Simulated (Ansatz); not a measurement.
## Be2C in Ansatz: the effect of functional

The system is Be2C.

```
CELL_PARAMETERS angstrom
0.00000 2.16500 2.16500
2.16500 0.00000 2.16500
2.16500 2.16500 0.00000
ATOMIC_POSITIONS crystal
C 0.00000 0.00000 0.00000
Be 0.75000 0.75000 0.75000
Be 0.25000 0.25000 0.25000
```

Alike in all runs:

- Program: Ansatz 0.2.0
- Task: band structure
- Potentials or basis: all-electron LAPW, scalar-relativistic
- Basis error allowed: 0.002 eV/atom
- k mesh: 11 × 11 × 11
- Occupations: fermi-dirac, width 0.05 eV
- Spin: no spin polarisation

| functional | cutoff | gap on the mesh (eV) | pressure (GPa) |
| --- | --- | --- | --- |
| PBE | 261 eV (chosen from the basis error) | 1.26 | -0.3 |
| LDA | 262 eV (chosen from the basis error) | ? | ? |
| PBEsol | 261 eV (chosen from the basis error) | 1.17 | -2.9 |

What does the run with functional LDA give?

gap on the mesh 1.28 eV; pressure -8.8 GPa.

Caveats: the mesh misses the band edges, which the band path finds closer together.
